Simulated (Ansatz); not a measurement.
Yb in several cubic structure types, each at its own equilibrium volume.

These are results of PBE, plane waves, PAW datasets (generated soft set 1) in Ansatz 0.2.0 development build, not measurements.

Settings: cutoff 420 eV; no spin polarisation; Fermi–Dirac smearing of 0.0612 eV; k-meshes 37³ (bcc), 22³ (diamond), 36³ (fcc).

(1) Rank the structures by energy per atom, lowest first.
A. bcc
B. fcc
C. diamond

(2) Give the equilibrium volume and bulk modulus of each.

Results:

(1) A (0.0 meV/atom), B (10.4 meV/atom), C (1170 meV/atom).

(2) 
```tsv
structure	V₀ (Å³/atom)	B₀ (GPa)
bcc	34.58	20
diamond	81.80	3.3
fcc	35.64	18.8
```

Only these cubic types are compared here; the real ground state can be another structure or magnetic.

Model structures, not the usual forms at ambient conditions (metastable or hypothetical): Yb (bcc type), Yb (diamond type). Semilocal functionals place the filled 4f shell of Yb metal too near the Fermi level and overbind it.
